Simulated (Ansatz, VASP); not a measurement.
**Two plane-wave programs on LiF**

```
Li F
1.0
     0.25270    2.14795    2.14795
     2.14795    0.25270    2.14795
     2.14795    2.14795    0.25270
Li F
1 1
Direct
  0.00000 0.00000 0.00000
  0.50000 0.50000 0.50000
```

Alike in both runs: task single point; functional PBE; k mesh 12 × 12 × 12; occupations gaussian, width 0.05 eV; no spin polarisation.

|  | VASP | Ansatz |
| --- | --- | --- |
| version | VASP 6.6.1 | Ansatz 0.2.0 |
| potentials or method | VASP PAW PBE potentials, release 64 (Li_sv, F) | scalar-relativistic, plane waves, PAW |
| plane-wave cutoff (eV) | 520 | 420 |
| valence electrons in the cell | 10 | 10 |

|  | VASP | Ansatz | Ansatz less VASP |
| --- | --- | --- | --- |
| gap on the k mesh at the Fermi level (eV) | 8.40 | 8.40 | -0.001 |
| least direct gap on the mesh (eV) | 8.40 | 8.40 | -0.001 |

 A k mesh can miss the band edges. PBE gaps usually lie below the measured ones, often by a third to a half.
